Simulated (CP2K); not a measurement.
The system is Rh.

```
Rh
1.0
     2.68397    0.00000    0.00000
     1.34198    2.32438    0.00000
     1.34198    0.77479    2.19145
Rh
1
Cartesian
  0.0000 0.0000 0.0000
```

Base run:

* Program: CP2K 2026.2
* Functional: PBE
* Potentials or basis: POTENTIAL_UZH Rh GTH-PBE-q17; TZVP-MOLOPT-PBE-GTH basis
* Density cutoff: 9184 eV
* k mesh: 12 × 12 × 12
* Occupations: fermi-dirac, width 0.05 eV
* Spin: no spin polarisation

Its results: band gap on the k mesh none (metal or under the smearing width); pressure 9.7 GPa.

**Question.** The run is repeated on the same cell with these changes: functional from PBE to LDA. What comes out?

**Answer.** Band gap on the k mesh none (metal or under the smearing width); pressure -7.0 GPa.

LDA binds more tightly than PBE, so the same cell stands under less pressure.

Caveats: the basis of atomic orbitals isn't converged, which shifts pressures, moduli and gaps; the potentials were made for another functional, which shifts forces and pressure (some runs).
